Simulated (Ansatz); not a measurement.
## Ag (Fm-3m), stationary points along a deformation path

Level of theory: DFT PBE, scalar-relativistic, plane waves, PAW (Ansatz). Settings: plane waves to 420 eV, k-mesh 28×28×28 (Γ-centred), Gaussian smearing 0.15 eV. No spin polarisation. Energies are free energies at this smearing, counted from the undisturbed cell; pressure is positive in compression.

Reference structure (relaxed at this level):

```
Ag
1.0
     0.00000    2.07360    2.07360
     2.07360    0.00000    2.07360
     2.07360    2.07360    0.00000
Ag
1
Direct
  0.00000 0.00000 0.00000
```

At fixed volume and fractional coordinates, lengths along (0.000, 0.000, 1.000) are scaled against those across it; ρ is that ratio over its starting value. V = 17.832 Å³/atom. Δσ is the stress along the axis less the mean stress across it (compression positive).

| ρ | ΔE (meV/atom) | Δσ (GPa) | space group |
| --- | --- | --- | --- |
| 0.650 | 30.8 | -0.25 | I4/mmm |
| 0.707 | 32.7 | 0.00 | Im-3m |
| 0.780 | 27.8 | 1.21 | I4/mmm |
| 0.850 | 17.1 | 2.06 | I4/mmm |
| 0.920 | 5.8 | 1.63 | I4/mmm |
| 0.960 | 1.6 | 0.99 | I4/mmm |
| 1.000 | 0.0 | 0.00 | Fm-3m |
| 1.050 | 3.2 | -1.90 | I4/mmm |
| 1.100 | 13.6 | -4.18 | I4/mmm |
| 1.200 | 57.1 | -9.71 | I4/mmm |
| 1.300 | 135.8 | -17.20 | I4/mmm |
| 1.414 | 272.7 | -26.92 | I4/mmm |
| 1.500 | 407.5 | -34.86 | I4/mmm |

How does the stress give the slope of the energy, and where is the energy stationary?

Along the path d ln(length) is 2/3 d ln ρ on the axis and −1/3 d ln ρ across it, so dE/d ln ρ = −(2/3) V Δσ: the energy falls with ρ where Δσ is positive. Δσ vanishes or changes sign at ρ = 0.707 (Im-3m), a maximum at 32.7 meV/atom; at ρ = 1.000 (Fm-3m), a minimum at 0.0 meV/atom. Pairs of stationary points between two samples would go unseen, and could change a minimum read from distant neighbours into a maximum. At ρ = 0.707, 1.000 the cell is cubic, where symmetry alone makes the stress isotropic and the slope zero.

Which shear constant sets the curvature at ρ = 1?

For a cubic crystal E/V = (2/3) C (ln ρ)² with C = C′ = (C11 − C12)/2, so Δσ = −2C ln ρ. The parabola of Δσ against ln ρ through ρ = 0.960, 1 and 1.050 gives C ≈ 15.5 GPa with the ions clamped, rough because the steps are large.

Integrate that slope from ρ = 1 to 0.850 by the trapezoid rule.

With V/N in Å³ and 1 eV/Å³ = 160.2 GPa the slopes at ρ = 1.000, 0.960, 0.920, 0.850 are 0, -74, -121, -153 meV/atom per unit of ln ρ. The steps add 1.5 + 4.1 + 10.8 = 16.4 meV/atom, against 17.1 from the energies; the trapezoid rule misses the curvature of the slope within each step.

In a metal these slopes depend on the k mesh and the smearing.